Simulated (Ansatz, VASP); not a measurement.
**One calculation of KCl, two programs**

```
K Cl
1.0
     3.63400    0.00000    0.00000
     0.00000    3.63400    0.00000
     0.00000    0.00000    3.59766
K Cl
1 1
Direct
  0.00000 0.00000 0.00000
  0.50000 0.50000 0.50000
```

Change from the starting cell: zz strain of -1 %, crystal datasets.

Alike in both runs: task electric field gradients; functional PBE; k mesh 7 × 7 × 7; occupations fermi-dirac, width 0.02 eV; no spin polarisation.

|  | VASP | Ansatz |
| --- | --- | --- |
| version | VASP 6.6.1 | Ansatz 0.2.0 |
| potentials or method | VASP PAW PBE potentials, release 64 (K_sv, Cl), cutoff 520 eV | all-electron PAW with datasets made for the crystal, scalar-relativistic |

|  | VASP | Ansatz | Ansatz less VASP |
| --- | --- | --- | --- |
| gap on the k mesh at the Fermi level (eV) | 5.63 | 5.63 | +0.002 |
| pressure (GPa) | 4.9 | 4.9 | -0.07 |
| largest component of the traceless stress (GPa) | 0.35 | 0.35 | +0.001 |
| Vzz of the field gradient on the site that differs most (V/Å²) | -2.6 | -2.7 | -0.06 |

Ansatz ran all-electron here, so the differences hold the error of VASP's frozen core and of both bases.

Caveats: an odd mesh through Γ misses points on the zone boundary, where band edges often lie.
